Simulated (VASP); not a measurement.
# Ti (Im-3m) in VASP: a series of runs

Runs on Ti. Level: PBE. Tasks: single point, relaxation of the atoms.

Program: VASP 6.6.1. These are calculated values, not measurements. Logs are shortened: lines on timing, memory, paths and dates and some standing lists are left out, and cuts for length are marked.

## 1. Starting point

Symmetry: Im-3m, No. 229, cubic system. Conventional cell: a = 3.282 Å, b = 3.282 Å, c = 3.282 Å, α = 90.00°, β = 90.00°, γ = 90.00°. Around Ti (site symmetry m-3m) lie 8 Ti at 2.84 Å.

This isn't the form of Ti at room conditions, which is hcp.

## 2. Single point, PBE (the clean substrate in the cell of the map)

INCAR

```
SYSTEM = Ti
ALGO = Fast
DIPOL = 0.5 0.5 0.289
EDIFF = 1E-6
ENCUT = 520
GGA = PE
IDIPOL = 3
ISIF = 2
ISMEAR = 0
LASPH = .TRUE.
LCHARG = .TRUE.
LDIPOL = .TRUE.
LELF = .TRUE.
LREAL = .FALSE.
LVACPOTAV = .TRUE.
LVHAR = .TRUE.
LWAVE = .FALSE.
NBANDS = 25
NELM = 100
PREC = Accurate
SIGMA = 0.1
```

KPOINTS

```
k-points
0
G
  10 10 1
  0 0 0
```

POSCAR

```
Ti
1.0
    2.8193504947      0.0000000000      0.0000000000
   -0.9397834982      2.6581091378      0.0000000000
    0.0000000000      0.0000000000     21.3259744853
Ti
3
Direct
    0.5000000000      0.5000000000      0.1875646997
    0.0000000000      0.0000000000      0.2892724347
    0.5000000000      0.5000000000      0.3904147260
```

Potentials or basis: VASP PAW PBE potentials, release 64 (Ti_sv).

Command:

```console
$ cat potpaw_PBE.64/Ti_sv/POTCAR > POTCAR
$ mpirun -np 1 vasp_std > vasp.out
```

OUTCAR:

```text
SYSTEM = Ti
   EDIFF = 1E-6
   ENCUT = 520
   GGA = PE
   ISIF = 2
   ISMEAR = 0
   LASPH = .TRUE.
   LREAL = .FALSE.
   NELM = 100
   PREC = Accurate

 ion  position               nearest neighbor table
   1  0.500  0.500  0.188-   2 2.71   2 2.71
   2  0.000  0.000  0.289-   3 2.70   3 2.70   1 2.71   1 2.71
   3  0.500  0.500  0.390-   2 2.70   2 2.70

  LATTYP: Found a base centered orthorhombic cell.
 ALAT       =     3.2555055341
 B/A-ratio  =     1.4142135624
 C/A-ratio  =     6.5507412786

  Lattice vectors:

 A1 = (   2.8193504947,   0.0000000000,   0.0000000000)
 A2 = (  -0.9397834982,   2.6581091378,   0.0000000000)
 A3 = (   0.0000000000,   0.0000000000,  21.3259744853)

Analysis of symmetry for initial positions (statically):
=====================================================================
 Subroutine PRICEL returns:
 Original cell was already a primitive cell.

 Routine SETGRP: Setting up the symmetry group for a
 base centered orthorhombic supercell.

 Subroutine GETGRP returns: Found  4 space group operations
 (whereof  4 operations were pure point group operations)
 out of a pool of  8 trial point group operations.

The static configuration has the point symmetry C_2v.

Analysis of symmetry for dynamics (positions and initial velocities):
=====================================================================
 Subroutine PRICEL returns:
 Original cell was already a primitive cell.

 Routine SETGRP: Setting up the symmetry group for a
 base centered orthorhombic supercell.

 Subroutine GETGRP returns: Found  4 space group operations
 (whereof  4 operations were pure point group operations)
 out of a pool of  8 trial point group operations.

The dynamic configuration has the point symmetry C_2v.

 Subroutine INISYM returns: Found  4 space group operations
 (whereof  4 operations are pure point group operations),
 and found     1 'primitive' translations

----------------------------------------------------------------------------------------

                                     Primitive cell

  volume of cell :     159.8199

  direct lattice vectors                    reciprocal lattice vectors
     2.819350495  0.000000000  0.000000000     0.354691622  0.125402426  0.000000000
    -0.939783498  2.658109138  0.000000000     0.000000000  0.376207277  0.000000000
     0.000000000  0.000000000 21.325974485     0.000000000  0.000000000  0.046891175

  length of vectors
     2.819350495  2.819350495 21.325974485     0.376207277  0.376207277  0.046891175

  position of ions in fractional coordinates (direct lattice)
     0.500000000  0.500000000  0.187564700
     0.000000000  0.000000000  0.289272435
     0.500000000  0.500000000  0.390414726

  ion indices of the primitive-cell ions
   primitive index   ion index
                 1           1
                 2           2
                 3           3

----------------------------------------------------------------------------------------

 KPOINTS: k-points

Automatic generation of k-mesh.
 Grid dimensions read from file:
 generate k-points for:   10   10    1

 Generating k-lattice:

  Cartesian coordinates                     Fractional coordinates (reciprocal lattice)
     0.035469162  0.012540243  0.000000000     0.100000000  0.000000000  0.000000000
     0.000000000  0.037620728  0.000000000     0.000000000  0.100000000  0.000000000
     0.000000000  0.000000000  0.046891175     0.000000000  0.000000000  1.000000000

  Length of vectors
     0.037620728  0.037620728  0.046891175

  Shift w.r.t. Gamma in fractional coordinates (k-lattice)
     0.000000000  0.000000000  0.000000000

 Subroutine IBZKPT returns following result:
 ===========================================

 Found     31 irreducible k-points:

 Following reciprocal coordinates:
            Coordinates               Weight
  0.000000  0.000000  0.000000      1.000000
  0.100000  0.000000  0.000000      4.000000
  0.200000  0.000000  0.000000      4.000000
  0.300000  0.000000  0.000000      4.000000
  0.400000  0.000000  0.000000      4.000000
  0.500000  0.000000  0.000000      2.000000
[... 16 lines left out ...]
  0.300000  0.300000  0.000000      2.000000
  0.400000  0.300000  0.000000      4.000000
 [... further k-points ...]
   k-points           NKPTS =     31   k-points in BZ     NKDIM =     31   number of bands    NBANDS=     25
   number of dos      NEDOS =    301   number of ions     NIONS =      3
   total plane-waves  NPLWV =  92160
   dimension x,y,z NGX =    24 NGY =   24 NGZ =  160
   dimension x,y,z NGXF=    48 NGYF=   48 NGZF=  320
   ions per type =               3
   NGX,Y,Z   is equivalent  to a cutoff of  14.15, 14.15, 12.47 a.u.
   NGXF,Y,Z  is equivalent  to a cutoff of  28.30, 28.30, 24.95 a.u.
 SYSTEM =  Ti
   PREC   = accura    normal or accurate (medium, high low for compatibility)
   ISTART =      0    job   : 0-new  1-cont  2-samecut
   ICHARG =      2    charge: 1-file 2-atom 10-const
   ISPIN  =      1    spin polarized calculation?
   LNONCOLLINEAR =      F non collinear calculations
   LSORBIT =      F    spin-orbit coupling
   LASPH  =      T    aspherical Exc in radial PAW
   ENCUT  =  520.0 eV  38.22 Ry    6.18 a.u.   5.24  5.24 39.65*2*pi/ulx,y,z
   NELM   =    100;   NELMIN=  2; NELMDL= -5     # of ELM steps
   EDIFF  = 0.1E-05   stopping-criterion for ELM
   LREAL  =      F    real-space projection
   EDIFFG = 0.1E-04   stopping-criterion for IOM
   NSW    =      0    number of steps for IOM
   IBRION =     -1    ionic relax: 0-MD 1-quasi-New 2-CG
   NFREE  =      0    steps in history (QN), initial steepest desc. (CG)
   ISIF   =      2    stress and relaxation
   ISYM   =      2    0-nonsym 1-usesym 2-fastsym
   POTIM  = 0.5000    time-step for ionic-motion
   TEBEG  =    0.0;   TEEND  =   0.0 temperature during run
   PSTRESS=    0.0 pullay stress
   NELECT =      36.0000    total number of electrons
   NUPDOWN=      -1.0000    fix difference up-down
   EMIN   =  10.00;   EMAX   =-10.00  energy-range for DOS
   EFERMI =   0.00;   METHOD = LEGACY
   ISMEAR =     0;   SIGMA  =   0.10  broadening in eV -4-tet -1-fermi 0-gaus
   EFERMI_NEDOS =   21; number of points for ismear=-14 and -15
   IALGO  =     68    algorithm
   IMIX   =      4    mixing-type and parameters
     AMIX     =   0.40;   BMIX     =  1.00
     AMIX_MAG =   1.60;   BMIX_MAG =  1.00
  volume/ion in A,a.u.               =      53.27       359.51
  Fermi-wavevector in a.u.,A,eV,Ry     =   0.996090  1.882338 13.499647  0.992196
  Thomas-Fermi vector in A             =   2.128155
   LORBIT       =      0    0 simple, 1 ext, 2 COOP (PROOUT), +10 PAW based schemes
   GGA     = PE    functional components
   LHFCALC =     F    Hartree Fock is set to
   AEXX    =    0.0000 exact exchange contribution
   IVDW    =     0    specifies the selected vdW correction
   LEPSILON=     F    determine dielectric tensor
   LRPA    =     F    only Hartree local field effects (RPA)
 non-spin polarized calculation
 RMM-DIIS sequential band-by-band and
 Gauss-broadening in eV      SIGMA  =   0.10
  energy-cutoff  :      520.00
  volume of cell :      159.82
 maximum number of plane-waves:      4347
 NGX is ok and might be reduce to    24

 dipolmoment           0.000000      0.000000     -0.000334 electrons x Angstroem

 number of electron      35.9999991 magnetization

 dipolmoment           0.000000      0.000000      0.000210 electrons x Angstroem

 Free energy of the ion-electron system (eV)
  ---------------------------------------------------
  ext. energy  EPLUGINS =         0.00000000
  ---------------------------------------------------
  free energy    TOTEN  =       -21.54657571 eV

  energy without entropy =      -21.50247623  energy(sigma->0) =      -21.52452597

 E-fermi :  -0.1431     XC(G=0):  -4.6370

 val. band max:       -0.1495994264   @ k =  -0.4000   0.1000   0.0000
 cond. band min:      -0.1383960805   @ k =   0.5000   0.2000   0.0000
 fundamental gap:      0.0112033459
 Fermi energy:        -0.1431250295

 k-point     1 :       0.0000    0.0000    0.0000
  band No.  band energies     occupation
      1     -56.8114      2.00000
      2     -56.7966      2.00000
      3     -56.3673      2.00000
      4     -33.2749      2.00000
      5     -33.1193      2.00000
      6     -32.8419      2.00000
[... 17 lines left out ...]
     24       2.1712      0.00000
     25       2.6541      0.00000

 k-point     2 :       0.1000    0.0000    0.0000
  band No.  band energies     occupation
      1     -56.8040      2.00000
      2     -56.7901      2.00000
      3     -56.3619      2.00000
      4     -33.2597      2.00000
      5     -33.1226      2.00000
      6     -32.8649      2.00000
[... 17 lines left out ...]
     24       2.3641      0.00000
     25       2.8198      0.00000

 k-point     3 :       0.2000    0.0000    0.0000
  band No.  band energies     occupation
      1     -56.7845      2.00000
      2     -56.7728      2.00000
      3     -56.3481      2.00000
      4     -33.2213      2.00000
      5     -33.1357      2.00000
      6     -32.9661      2.00000
[... 17 lines left out ...]
     24       2.1194      0.00000
     25       2.3602      0.00000

 k-point     4 :       0.3000    0.0000    0.0000
  band No.  band energies     occupation
      1     -56.7606      2.00000
      2     -56.7510      2.00000
      3     -56.3309      2.00000
      4     -33.2023      2.00000
      5     -33.1652      2.00000
      6     -33.0881      2.00000
[... 17 lines left out ...]
     24       2.2349      0.00000
     25       2.8847      0.00000
[... 477 lines left out ...]
 k-point    22 :      -0.2000    0.2000    0.0000
  band No.  band energies     occupation
      1     -56.7700      2.00000
      2     -56.7569      2.00000
      3     -56.3298      2.00000
      4     -33.2157      2.00000
      5     -33.0901      2.00000
      6     -32.9282      2.00000
[... 17 lines left out ...]
     24       1.5027      0.00000
     25       1.6940      0.00000

 k-point    23 :       0.3000    0.3000    0.0000
  band No.  band energies     occupation
      1     -56.7179      2.00000
      2     -56.7091      2.00000
      3     -56.2947      2.00000
      4     -33.1663      2.00000
      5     -33.1574      2.00000
      6     -33.0777      2.00000
[... 17 lines left out ...]
     24       2.3382      0.00000
     25       3.2511      0.00000

 k-point    24 :       0.4000    0.3000    0.0000
  band No.  band energies     occupation
      1     -56.7069      2.00000
      2     -56.6980      2.00000
      3     -56.2812      2.00000
      4     -33.2058      2.00000
      5     -33.1890      2.00000
      6     -33.1359      2.00000
[... 17 lines left out ...]
     24       2.6789      0.00000
     25       2.7155      0.00000

 [... further k-points ...]

------------------------ aborting loop because EDIFF is reached ----------------------------------------

  FORCE on cell =-STRESS in cart. coord.  units (eV):
  Direction    XX          YY          ZZ          XY          YZ          ZX
  --------------------------------------------------------------------------------------
  -------------------------------------------------------------------------------------
  Total       -1.1213159     -0.6865006     -0.0605699      0.6149218      0.0000000      0.0000000
  in kB      -11.2410742     -6.8820958     -0.6072070      6.1645263      0.0000000      0.0000000
  external PRESSURE =      -6.2434590 kB  Pullay stress =       0.0000000 kB

 VOLUME and BASIS-vectors are now :
 -----------------------------------------------------------------------------
  energy-cutoff  :      520.00
  volume of cell :      159.82
      direct lattice vectors                 reciprocal lattice vectors
     2.819350495  0.000000000  0.000000000     0.354691622  0.125402426  0.000000000
    -0.939783498  2.658109138  0.000000000     0.000000000  0.376207277  0.000000000
     0.000000000  0.000000000 21.325974485     0.000000000  0.000000000  0.046891175

 POSITION                                       TOTAL-FORCE (eV/Angst)
 -----------------------------------------------------------------------------------
      0.93978      1.32905      4.00000        -0.000000      0.000000      0.023212
      0.00000      0.00000      6.16902         0.000000      0.000000     -0.025963
      0.93978      1.32905      8.32597         0.000000      0.000000      0.002751
 -----------------------------------------------------------------------------------
    total drift:                                0.000000      0.000000     -0.001038

  FREE ENERGIE OF THE ION-ELECTRON SYSTEM (eV)
  ---------------------------------------------------
  free  energy   TOTEN  =       -21.5465757113 eV

  energy  without entropy=      -21.5024762313  energy(sigma->0) =      -21.52452597

 vacuum level on the upper side and lower side of the slab         4.219         4.214
```

Wall time 8.1 min (1 thread of Intel Xeon Platinum 8488C (Sapphire Rapids), shared host); peak memory 0.33 GiB.

Results:

* Free energy: -21.5466 eV
* Largest force: 0.026 eV/Å
* Band gap on the k mesh: none (metal or under the smearing width)
* Work function of the upper face: 4.36 eV
* Work function of the lower face: 4.36 eV

Forces in eV/Å, atoms in the order of the input:
```
Ti   0.000  0.000  0.023
Ti   0.000  0.000 -0.026
Ti   0.000  0.000  0.003
```

Levels at points of the mesh, in eV from the Fermi level:
```tsv
k point	band 14	band 15	band 16	band 17	band 18	band 19	band 20	band 21	band 22	band 23
(0.00, 0.00, 0.00)	-3.99	-2.75	-0.41	-0.09	0.03	0.07	0.93	1.10	1.11	1.34
(0.50, 0.00, 0.00)	-2.10	-1.57	-0.51	-0.32	-0.26	0.17	0.54	1.35	2.41	2.43
(0.50, 0.50, 0.00)	-1.99	-1.88	-1.60	-0.85	-0.20	1.22	1.23	1.91	2.21	2.62
```

## 3. Single point, PBE

This run uses another cell than the first one: it holds 1 atom, not 3.

INCAR

```
SYSTEM = Ti
PREC = Accurate ; ENCUT = 520
EDIFF = 1E-6 ; ISMEAR = 0
SIGMA = 0.1 ; LREAL = .False.
LASPH = .True. ; NELM = 100
ALGO = Normal ; ISIF = 2
LWAVE = .False. ; LCHARG = .False.
GGA = PE ; NBANDS = 12
```

KPOINTS

```
regular mesh
0
Gamma
  8 8 8
  0 0 0
```

POSCAR

```
Ti
1.0
   -1.6410000000      1.6410000000      1.6410000000
    1.6410000000     -1.6410000000      1.6410000000
    1.6410000000      1.6410000000     -1.6410000000
Ti
1
Direct
    0.0000000000      0.0000000000      0.0000000000
```

Potentials or basis: VASP PAW PBE potentials, release 64 (Ti_sv).

Command:

```console
$ cat potpaw_PBE.64/Ti_sv/POTCAR > POTCAR
$ mpirun -np 1 vasp_std > vasp.out
```

It took 4.7 s on 1 thread of Intel Xeon Platinum 8488C (Sapphire Rapids), shared host; peak memory 0.13 GiB.

The run converged. Its results:

```yaml
Free_energy: -7.7287 eV
Pressure: -2.9 GPa
Band_gap_on_the_k_mesh: none (metal or under the smearing width)
```

Levels at points of the mesh, in eV from the Fermi level:
```tsv
k point	band 3	band 4	band 5	band 6	band 7	band 8	band 9	band 10
(0.00, 0.00, 0.00)	-32.44	-32.44	-5.92	0.97	0.97	0.97	2.69	2.69
(0.50, 0.00, 0.00)	-32.64	-32.44	-2.41	-0.38	1.08	2.68	3.02	4.17
(0.50, 0.50, 0.50)	-32.87	-32.87	-2.04	-2.04	3.83	3.83	3.83	8.23
```

## 4. Relaxation of the atoms, PBE (clean slab, lower half held)

INCAR

```
PREC = Accurate ; ENCUT = 520
EDIFF = 1E-6 ; ISMEAR = 0
SIGMA = 0.1 ; LREAL = F
LASPH = T ; NELM = 80
ALGO = Normal ; ISIF = 2
LWAVE = F ; LCHARG = F
LDIPOL = T ; IDIPOL = 3
DIPOL = 0.5 0.5 0.500 ; GGA = PE
IBRION = 2 ; NSW = 70
EDIFFG = -0.03
```

KPOINTS

```
Automatic mesh
0
Gamma
  9 9 1
```

POSCAR

```
Ti
1.0
    3.2555055358      0.0000000000      0.0000000000
    0.0000000000      3.2555055358      0.0000000000
    0.0000000000      0.0000000000     18.8832583036
Ti
4
Selective dynamics
Direct
    0.5000000000      0.5000000000      0.3706987368  F F F
    0.0000000000      0.0000000000      0.4568995789  F F F
    0.5000000000      0.5000000000      0.5431004211  T T T
    0.0000000000      0.0000000000      0.6293012632  T T T
```

Command:

```console
$ cat potpaw_PBE.64/Ti_sv/POTCAR > POTCAR
$ mpirun -np 1 vasp_std > vasp.out
```

Run time: 8.3 min. Hardware: 1 thread of Intel Xeon Platinum 8488C (Sapphire Rapids), shared host; peak memory 0.3 GiB.

Results (log left out):

```yaml
Free_energy: -28.8662 eV
Energy_gained_by_relaxing: 12.7 meV/atom
Ionic_steps: 9
Band_gap_on_the_k_mesh: none (metal or under the smearing width)
```

The path:
| step | energy change (eV) | largest force (eV/Å) | pressure (GPa) |
| --- | --- | --- | --- |
| 1 | 0.0000 | 0.6018 | -3.06 |
| 2 | -0.0189 | 0.5926 | -2.91 |
| 3 | -0.0267 | 0.5766 | -2.69 |
| 4 | -0.0267 | 0.5784 | -2.71 |
| 5 | -0.0297 | 0.5823 | -2.65 |
| 6 | -0.0373 | 0.5885 | -2.47 |
| 7 | -0.0476 | 0.5910 | -2.11 |
| 8 | -0.0471 | 0.6899 | -1.31 |
| 9 | -0.0510 | 0.5816 | -1.75 |

Final structure:
```yaml
crystal:
  lattice:
    - [3.25551, 0.00000, 0.00000]
    - [0.00000, 3.25551, 0.00000]
    - [0.00000, 0.00000, 18.88326]
  atoms:
    - { symbol: Ti, position: [0.50000, 0.50000, 0.37070] }
    - { symbol: Ti, position: [0.00000, 0.00000, 0.45690] }
    - { symbol: Ti, position: [0.50000, 0.50000, 0.53762] }
    - { symbol: Ti, position: [0.00000, 0.00000, 0.61718] }
```

Levels at points of the mesh, in eV from the Fermi level:
| k point | band 22 | band 23 | band 24 | band 25 | band 26 | band 27 |
| --- | --- | --- | --- | --- | --- | --- |
| (0.00, 0.00, 0.00) | -0.86 | 0.21 | 0.34 | 0.70 | 0.91 | 0.91 |

## 5. Summary

```tsv
task	cell	k mesh	dipole correction	atoms held fixed (from 0)	gap on the mesh (eV)
single point	the clean substrate in the cell of the map	10 × 10 × 1	yes	-	none
single point	as given	8 × 8 × 8	no	-	none
relaxation of the atoms	atoms relaxed from: clean slab, lower half held	9 × 9 × 1	yes	[0, 1]	none
```

Alike in all rows: level PBE; potentials or basis VASP PAW PBE potentials, release 64 (Ti_sv); no spin polarisation; cutoff (eV) 520; smearing gaussian 0.1 eV.

Absolute energies hang on the potentials; compare differences alone.
